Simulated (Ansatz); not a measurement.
LiF (CsCl type): gap against strain (biaxial in x and y, z held)

LiF built on the CsCl prototype, relaxed with r2SCAN in Ansatz 0.2.0, then strained (biaxial in x and y, z held; changes of length per length, axes as in the cell below) with the atoms relaxed again within the symmetry that is left. Space group Pm-3m (No. 221), cubic; conventional cell a = 2.516 Å, 7.97 Å³ an atom. Li is surrounded by 8 F at 2.18 Å; F is surrounded by 8 Li at 2.18 Å. The calculation is spin-unpolarised, and the structure need not be a phase that has been made.

```
CELL_PARAMETERS angstrom
2.51626 0.00000 0.00000
0.00000 2.51626 0.00000
0.00000 0.00000 2.51626
ATOMIC_POSITIONS crystal
Li 0.00000 0.00000 0.00000
F 0.50000 0.50000 0.50000
```

Gaps are the least over each mesh (PBE 10×10×10, r2SCAN 10×10×10, HSE06 8×8×8 when unstrained) and the special points, which keep their unstrained names; stress is the change from the unstrained cell, compression positive.

```tsv
strain (%)	gap, PBE (eV)	gap, r2SCAN (eV)	gap, HSE06 (eV)	edges, HSE06	in-plane stress, r2SCAN (GPa)	energy rise, r2SCAN (meV/atom)
-2.86	8.370	9.366	10.641	M → Γ	+8.57	11.5
0.0	7.935	8.910	10.167	M → Γ	0.00	0.0
+0.4	7.847	8.819	10.075	M → Γ	-1.02	0.2
+1.55	7.597	8.561	9.814	M → Γ	-3.75	2.9
+3.6	7.167	8.117	9.364	M → Γ	-7.91	15.2
+4.89	6.907	7.847	9.090	M → Γ	-10.13	27.3
+5.69	6.748	7.684	8.924	M → Γ	-11.37	36.3
+5.73	6.740	7.676	8.916	M → Γ	-11.43	36.8
```

Between zero and the nearest strains the slope of the HSE06 gap against strain is -0.166 eV per percent for negative and -0.230 for positive strain.

The meshes of the hybrids are coarse, so their gaps aren't converged to the digits shown.
